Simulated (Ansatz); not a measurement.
Consider the formal exchange of groups at a C–C bond: `N#CCC#N` + `C[SiH2]C` → `C[SiH](C)C#N` + `CC#N`.

Gas-phase electronic energies from Ansatz, PBE0-D4/def2-TZVP geometries. CCSD(T)/CBS is the MP2 limit (def2-TZVPP, def2-QZVPP) plus CCSD(T) − MP2 in def2-TZVPP, frozen cores. This one scheme is used for every species. DFT in def2-TZVPP. HSE06 is defined as in plane-wave codes.

```
      level  ΔE (kJ/mol)  difference from CCSD(T)/CBS
  revPBE-D4        -95.2                          8.1
     B97M-V       -101.7                          1.6
 r2SCANh-D4       -103.8                         -0.5
   PBE-QIDH       -100.4                          2.9
       BLYP        -98.1                          5.2
     r2SCAN       -103.4                         -0.1
    r2SCANh       -103.3                          0.0
      HSE06        -97.4                          5.9
      BHLYP       -102.1                          1.2
    LC-ωPBE        -97.9                          5.4
CCSD(T)/CBS       -103.3                            0
```

Largest T1 diagnostic among the species: 0.014.

Leaving LDA and LC-ωPBE aside and taking each functional with its dispersion term where it has one, the values, not all of them listed here, spread over 9.0 kJ/mol, from BHLYP-D4 to revPBE-D4. LDA lies +4.3 kJ/mol from PBE without D4. From BLYP to BHLYP (50 % exact exchange), in def2-TZVPP and without D4, ΔE moves by −4.0 kJ/mol. At CCSD(T), def2-SVP lies +16.5 kJ/mol from the extrapolated value and def2-TZVPP +2.7 kJ/mol.

CCSD(T)/CBS has its own doubt, a few kJ/mol and more with outer-core shells, so smaller differences from it don't rank the levels.
